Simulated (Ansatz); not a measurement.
**Al interstitial in Al**

Method: DFT PBE, scalar-relativistic, plane waves, PAW in Ansatz. Settings: 420 eV cutoff, 6×6×6 k-mesh, Gaussian smearing of 0.10 eV, no spin polarisation.

Host crystal, relaxed:

```xyz
1
Lattice="0.0000 2.0208 2.0208 2.0208 0.0000 2.0208 2.0208 2.0208 0.0000" Properties=species:S:1:pos:R:3 pbc="T T T"
Al    0.0000    0.0000    0.0000
```

Supercell of 27 atoms, rows in host cell vectors: 0 0 -3; 0 3 -3; 3 0 -3. Atoms relax at the host's cell from a start displaced at random by 0.06 Å near the defect, so other minima may exist. The cell is small, so energies carry finite-size errors of tenths of an eV. The host is a metal.

Defect: Al interstitial at (0.500, 0.500, 0.500) of the host cell, charge 0.

(1) Give the relaxed supercell.

Answers

(1)
```xyz
28
Lattice="-6.0624 -6.0624 0.0000 0.0000 -6.0624 6.0624 -6.0624 0.0000 6.0624" Properties=species:S:1:pos:R:3 pbc="T T T"
Al   -3.9574   -4.0409   -0.2640
Al   -1.9142   -1.9994   -0.0223
Al    0.0753    0.0534    0.0513
Al   -3.9575   -6.3250    2.0191
Al   -2.0411   -4.0409    2.0195
Al    0.0749   -2.0910    2.0191
Al   -3.9980   -8.0616    4.0612
Al   -1.9144   -6.0826    4.0608
Al    0.0752   -4.0409    3.9690
Al   -7.1509   -4.0409    2.0185
Al   -3.9573   -1.7561    2.0193
Al   -1.9542   -0.2599    2.0195
Al   -5.9871   -6.0087    3.9872
Al   -3.9573   -4.0410    4.3049
Al   -1.9146   -1.9992    4.0607
Al   -5.9872   -8.1353    6.1137
Al   -3.9978   -6.0830    6.0401
Al   -8.0159  -10.1032    5.7996
Al   -8.0176   -4.0407    4.3000
Al   -5.9872   -2.0733    3.9869
Al   -3.9979   -0.0199    4.0612
Al   -7.9767   -6.0824    6.0400
Al   -5.9881   -4.0410    6.1317
Al  -10.0604   -8.0611    6.0400
Al   -8.0170   -7.8220    8.0818
Al   -5.9877   -5.9908    8.0816
Al   -3.8692   -4.0409    8.0813
Al   -4.8135   -4.0403    2.0209
```
Around the defect: 1 Al at 2.34 Å, 4 Al at 2.44 Å, 1 Al at 2.77 Å. The run ended with a moment of 0.00 μB (no spin polarisation).

Cost: 2 runs of about 53 core-minutes in all, on Intel Xeon Platinum 8488C (Sapphire Rapids) (shared hosts).